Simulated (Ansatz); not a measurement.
## TiPbO$_{3}$ (P4mm): from strained cells to moduli

```
CELL_PARAMETERS angstrom
3.84413 0.00000 0.00000
0.00000 3.84413 0.00000
0.00000 0.00000 4.47433
ATOMIC_POSITIONS crystal
Ti 0.50000 0.50000 0.52283
Pb 0.00000 0.00000 0.97456
O 0.50000 0.50000 0.13355
O 0.50000 0.00000 0.62513
O 0.00000 0.50000 0.62513
```

The conventional cell has a = 3.844 Å, b = 3.844 Å, c = 4.474 Å, α = 90.00°, β = 90.00°, γ = 90.00°. Ti (atom 1) is surrounded by 5 O at 1.74 to 1.98 Å. Pb (atom 2) is surrounded by 8 O at 2.48 to 2.81 Å. Around O (atom 3) lie 1 Ti at 1.74 Å. O (atom 4) is surrounded by 2 Ti at 1.98 Å.

Computed, not measured; unless marked otherwise by r²SCAN, PAW on Ansatz 0.2.0's default frozen-core files (fitted under PBE), scalar-relativistic. k mesh 6×6×6, strains of ±0.008, fixed occupations, cutoff 500 eV. The cell was relaxed by PAW under this functional, which moved its volume by +5 % from the database entry's.

The cell is tetragonal and carries a residual pressure of 0.02 GPa at this level. Each strain component that symmetry leaves independent is applied at ±0.008, the ions relax wherever a strain frees them, and the stress (tension positive, GPa) is read. Shears are engineering strains, γ = 2ε.

| strain | size | σxx | σyy | σzz | σyz | σxz | σxy |
| --- | --- | --- | --- | --- | --- | --- | --- |
| xx | -0.008 | -1.8161 | -0.8293 | -0.6017 | 0.0000 | 0.0000 | 0.0000 |
| xx | +0.008 | 1.7159 | 0.7822 | 0.4482 | 0.0000 | 0.0000 | 0.0000 |
| zz | -0.008 | -0.5394 | -0.5394 | -0.4209 | 0.0000 | 0.0000 | 0.0000 |
| zz | +0.008 | 0.5083 | 0.5083 | 0.3085 | 0.0000 | 0.0000 | 0.0000 |
| yz | -0.008 | -0.0059 | -0.0128 | -0.0601 | -0.4136 | 0.0000 | 0.0000 |
| yz | +0.008 | -0.0059 | -0.0129 | -0.0601 | 0.4136 | 0.0000 | 0.0000 |
| xy | -0.008 | -0.0045 | -0.0045 | -0.0540 | 0.0000 | 0.0000 | -0.8266 |
| xy | +0.008 | -0.0045 | -0.0045 | -0.0540 | 0.0000 | 0.0000 | 0.8266 |

A central difference gives one constant, for example C11 ≈ (1.7159 − (-1.8161))/(0.016) = 220.8 GPa; the program then imposes the crystal's symmetry on the whole matrix.

Task: What are the independent elastic constants?

Result: C11 = 220.8, C12 = 100.7, C13 = 65.6, C33 = 45.6, C44 = 51.7, C66 = 103.3 GPa.

Task: Is the crystal stable against homogeneous strain?

Result: The least eigenvalue of the 6×6 matrix is 17.3 GPa, so yes.

Task: What moduli does a random aggregate of grains have?

Result: Voigt and Reuss bounds: B from 40.3 to 105.6 and G from 29.5 to 58.4 GPa; their means are B = 73.0 and G = 43.9 GPa. Then E = 9BG/(3B + G) = 109.7 GPa, ν = (3B − 2G)/(6B + 2G) = 0.249 and B/G = 1.66, on the brittle side of Pugh's 1.75 (a rule of thumb, made for metals; it doesn't predict ductility here).

Task: With the density of 7.611 g/cm³, how fast does sound travel, and what Debye temperature follows?

Result: 

```
direction  slow (m/s)  middle (m/s)  fast (m/s)
        x        2606          3684        5385
        y        2606          3684        5385
        z        2447          2606        2606
```

The mean of v⁻³ over directions and branches gives v_m = 2503 m/s and θ_D = (ħ/k_B) v_m (6π²n)^(1/3) = 315 K, n being atoms per volume. Young's modulus spans 19 to 188 GPa over directions, and the universal anisotropy index is 6.52.

Limits of these numbers: frozen-core PAW files fitted under PBE, their cores solved anew for the functional of the run; no spin-orbit coupling on heavy atoms; constants at zero field, no piezoelectric stiffening.
